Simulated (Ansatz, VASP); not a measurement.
**InP in VASP and in Ansatz**

```
In P
1.0
     0.00000    2.69243    2.69243
     2.69243    0.00000    2.69243
     2.69243    2.69243    0.00000
In P
1 1
Cartesian
  0.0000 0.0000 0.0000
  2.6924 2.6924 2.6924
```

Alike in both runs: task single point; functional PBEsol; k mesh 14 × 14 × 14; occupations gaussian, width 0.05 eV; no spin polarisation.

```csv
,VASP,Ansatz
version,VASP 6.6.1,Ansatz 0.2.0
potentials or method,"VASP PAW PBE potentials, release 64 (In_d, P)","scalar-relativistic, plane waves, PAW"
plane-wave cutoff (eV),520,420
valence electrons in the cell,18,18
```

|  | VASP | Ansatz | Ansatz less VASP |
| --- | --- | --- | --- |
| gap on the k mesh at the Fermi level (eV) | none | none | - |
| pressure (GPa) | 3.8 | 3.8 | -0.04 |

A gap of «none» marks a metal or a gap that the smearing closes.

Caveats: the PAW data sets were made with another functional, which shifts forces and pressure a little (VASP).
